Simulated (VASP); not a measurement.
# SrO: relaxation of the atoms with PBEsol

The system is SrO.

```
Sr O
1.0
     0.00000    2.61663    2.61663
     2.61663    0.00000    2.61663
     2.61663    2.61663    0.00000
Sr O
1 1
Direct
  0.50000 0.50000 0.50000
  0.00000 0.00000 0.00000
```

The cell isn't the ideal one: a relaxed cell with its volume scaled by 1.06.

```json
{"Program": "VASP 6.6.1", "Task": "relaxation of the atoms", "Functional": "PBEsol", "Potentials or basis": "VASP PAW PBE potentials, release 64 (Sr_sv, O)", "Cutoff": "600 eV", "k mesh": "10 × 10 × 10", "Occupations": "gaussian, width 0.03 eV", "Spin": "no spin polarisation", "Further INCAR settings": "ALGO = Normal; EDIFF = 1e-07; IBRION = 2; EDIFFG = -0.01; NSW = 40"}
```

The pressure after relaxing is -4.8 GPa and the band gap on the k mesh is 3.19 eV, indirect (least direct gap 3.31 eV).

Final structure:
```xyz
2
Lattice="0.0000 2.6166 2.6166 2.6166 0.0000 2.6166 2.6166 2.6166 0.0000" Properties=species:S:1:pos:R:3 pbc="T T T"
Sr    2.6166    2.6166    2.6166
O     0.0000    0.0000    0.0000
```

Levels at points of the mesh, in eV from the valence-band top:
| k point | band 4 | band 5 | band 6 | band 7 | band 8 | band 9 | band 10 | band 11 | band 12 |
| --- | --- | --- | --- | --- | --- | --- | --- | --- | --- |
| (0.00, 0.00, 0.00) | -14.13 | -14.13 | 0.00 | 0.00 | 0.00 | 3.46 | 6.05 | 6.05 | 6.05 |
| (0.50, 0.00, 0.00) | -14.20 | -12.95 | -2.12 | -1.05 | -1.05 | 6.27 | 7.88 | 8.55 | 8.55 |
| (0.50, 0.50, 0.00) | -14.45 | -14.45 | -0.52 | -0.12 | -0.12 | 3.19 | 7.37 | 9.76 | 9.85 |

Run time: 14 s on 1 thread of Intel(R) Xeon(R) 6975P-C (Granite Rapids), with other jobs on the host, peak memory 0.18 GiB.

Caveat: the relaxation stopped at its first step, so nothing moved; the PAW data sets were made with another functional, which shifts forces and pressure a little. A k mesh can miss the band edges.
